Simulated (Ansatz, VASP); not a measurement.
**HfB2: VASP beside Ansatz**

The input INCAR:

```
PREC = Accurate
ENCUT = 520
EDIFF = 1E-6
ISMEAR = -1
SIGMA = 0.05
LREAL = False
LASPH = True
NELM = 100
ALGO = Normal
ISIF = 2
LWAVE = False
LCHARG = True
GGA = PS
LELF = True
LVHAR = True
NBANDS = 15
```

File KPOINTS:

```
Automatic mesh
0
Gamma
  10 10 8
```

File POSCAR:

```
HfB2
1.0
    3.1326790839      0.0000000000      0.0000000000
   -1.5663395419      2.7129796685      0.0000000000
    0.0000000000      0.0000000000      3.4792139900
Hf B
1 2
Direct
    0.0000000000      0.0000000000      0.0000000000
    0.3333333333      0.6666666667      0.5000000000
    0.6666666667      0.3333333333      0.5000000000
```

Input for Ansatz:

```yaml
crystal:
  lattice:
    - [3.1326790839, 0.0, 0.0]
    - [-1.5663395419, 2.7129796685, 0.0]
    - [0.0, 0.0, 3.47921399]
  atoms:
    - { symbol: Hf, position: [0.0, 0.0, 0.0] }
    - { symbol: B, position: [0.3333333333, 0.6666666667, 0.5] }
    - { symbol: B, position: [0.6666666667, 0.3333333333, 0.5] }
kpoints:
  mp_grid: { grid: [10, 10, 8] }
scf:
  occupations: { method: fermi_dirac, width: 0.05 }
hamiltonian:
  xc: pbesol
  pseudopotentials: { kind: paw }
output:
  forces: true
  stress: true
  eigenvalues: true
  populations: true
  write_density: true
  write_potential: true
  elf: true
  volumetric_format: npy
```

Change from the starting cell: shortest bond scaled by 1, PAW files.

Alike in both runs: task single point; functional PBEsol; k mesh 10 × 10 × 8; occupations fermi-dirac, width 0.05 eV; no spin polarisation.

```csv
,VASP,Ansatz
version,VASP 6.6.1,Ansatz 0.2.0
potentials or method,"VASP PAW PBE potentials, release 64 (Hf_pv, B)","PAW with Ansatz's default frozen-core files, scalar-relativistic"
plane-wave cutoff (eV),520,420
valence electrons in the cell,16,32
```

VASP gave:

| Quantity | Value |
| --- | --- |
| pressure (GPa) | -3.2 |
| largest component of the traceless stress (GPa) | 1.06 |

**Question.** Which values does Ansatz return?

**Answer.** Pressure (GPa): -3.1; largest component of the traceless stress (GPa): 1.23.

The two sets of potentials don't hold the same shells in valence.

Caveats: the PAW data sets were made with another functional, which shifts forces and pressure a little (VASP). Spin-orbit coupling is left out, which matters for the levels of Hf.
